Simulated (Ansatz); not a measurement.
# ZnO: the cost of one run

Computed with Ansatz 0.2.0 (DFT PBE, scalar-relativistic, plane waves, PAW, unless a step names another level, unless a step's input says otherwise).

1 further run of the same task is left out (set aside as unsound or not needed).

**1. The starting structure**

It takes space group I4cm (No. 108, tetragonal). The conventional cell has a = 6.463 Å, b = 6.463 Å, c = 5.286 Å, α = 90.00°, β = 90.00°, γ = 90.00°. Zn (site symmetry m) is surrounded by 4 O at 1.93 to 2.05 Å. Around O (site symmetry m) lie 4 Zn at 1.93 to 2.05 Å.

Structure file:

```
Zn O
1.0
    -3.23128    3.23128    2.64307
     3.23128   -3.23128    2.64307
     3.23128    3.23128   -2.64307
Zn O
4 4
Cartesian
  2.2567 -0.9746 2.9668
  0.9746 4.2058 0.3238
  0.9746 2.2567 2.9668
  2.2567 0.9746 0.3238
  0.9723 2.2590 -0.3217
  2.2590 0.9723 2.3213
  -0.9723 2.2590 2.3213
  4.2036 0.9723 -0.3217
```

It is the end of an earlier relaxation with the same method, from a generated guess; it needn't be the stable form of this composition. At a tolerance of 0.02 Å it has space group I4cm (No. 108); it has 13.80 Å³/atom, an uncorrected energy of -1.35 eV/atom over the elements and, on its mesh, gap 0.94 eV.

**2. Seeking the band edges over the whole zone**

input.yaml reads:

```yaml
crystal:
  lattice:
    - [-3.2312782, 3.2312782, 2.6430731]
    - [3.2312782, -3.2312782, 2.6430731]
    - [3.2312782, 3.2312782, -2.6430731]
  atoms:
    - { symbol: Zn, position: [0.410444, 0.910444, 0.198398] }
    - { symbol: Zn, position: [0.712046, 0.212046, 0.801602] }
    - { symbol: Zn, position: [0.910444, 0.712046, 0.5] }
    - { symbol: Zn, position: [0.212046, 0.410444, 0.5] }
    - { symbol: O, position: [0.2886885, 0.0895835, 0.5] }
    - { symbol: O, position: [0.5895835, 0.7886885, 0.5] }
    - { symbol: O, position: [0.7886885, 0.2886885, 0.199105] }
    - { symbol: O, position: [0.0895835, 0.5895835, 0.800895] }
basis:
  ecutwfc: 420
kpoints:
  mp_grid: { grid: [8, 8, 8] }
  band_path: { path: [VBM, CBM], npoints: 2 }
hamiltonian:
  xc: pbe
scf:
  occupations: { method: gaussian, width: 0.02 }
output:
  forces: false
  stress: false
  eigenvalues: true
checkpoint:
  read: start.run
  write: ck
  compress: false
  write_wavefunctions: false
  write_every: 100000
```

Started as:

```
$ ansatz run input.yaml --threads 4 --pin off --max-ram 8192MiB --backend cpu --events-out ev --progress --plain --runs-dir out
```

Q: Estimate wall time and peak memory on 4 threads of Arm Neoverse V2, shared host.

About 9.4 s, with a peak of 0.5 GiB.
